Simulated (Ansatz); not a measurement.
FeSi2 (Linzhiite):

```
CELL_PARAMETERS angstrom
2.68400 0.00000 0.00000
0.00000 2.68400 0.00000
0.00000 0.00000 5.12800
ATOMIC_POSITIONS crystal
Fe 0.00000 0.00000 0.00000
Si 0.50000 0.50000 0.73000
Si 0.50000 0.50000 0.27000
```

| Item | Value |
| --- | --- |
| Program | Ansatz 0.2.0 |
| Task | relaxation of cell and atoms |
| Functional | BLYP |
| Dispersion | D3(BJ) |
| Potentials or basis | Ansatz PAW |
| Cutoff | 420 eV (not typed: the program's choice for these potentials) |
| k mesh | 10 × 10 × 5 |
| Occupations | fermi-dirac, width 0.05 eV |
| Spin | collinear spin, ferromagnetic start |
| Starting moments | [3.0, 0.0, 0.0] μB |

At the start: volume 12.31 Å³/atom.

Problem. Where does the relaxation end?

Solution. It ends after 5 steps and the volume is 12.12 Å³/atom (-1.5 %); space group P4/mmm (No. 123, to 0.05 Å); moment 0.07 μB per cell.

Step by step:
| step | energy change (eV) | largest force (eV/Å) | volume (Å³) |
| --- | --- | --- | --- |
| 1 | 0.0000 | 0.6416 | 36.94 |
| 2 | -0.0213 | 0.0974 | 36.48 |
| 3 | -0.0219 | 0.0190 | 36.37 |
| 4 | -0.0219 | 0.0025 | 36.37 |
| 5 | -0.0217 | 0.0025 | 36.37 |

Final structure:
```cif
data_structure
_symmetry_space_group_name_H-M 'P 1'
_symmetry_Int_Tables_number 1
_cell_length_a 2.6780
_cell_length_b 2.6780
_cell_length_c 5.0715
_cell_angle_alpha 90.000
_cell_angle_beta 90.000
_cell_angle_gamma 90.000
_cell_volume 36.37
loop_
_atom_site_label
_atom_site_type_symbol
_atom_site_fract_x
_atom_site_fract_y
_atom_site_fract_z
_atom_site_occupancy
Fe1 Fe 0.00000 0.00000 0.00000 1
Si1 Si 0.50000 0.50000 0.72605 1
Si2 Si 0.50000 0.50000 0.27395 1
```

Caveat: the plane-wave basis is chosen anew once the cell has moved, so the energies of steps on either side of that aren't comparable; pairwise dispersion overbinds metals, which lowers pressure and volume; the PAW data sets come from PBE, with cores solved anew for the run's functional, which leaves a small shift of forces and pressure; the starting moments weren't kept.
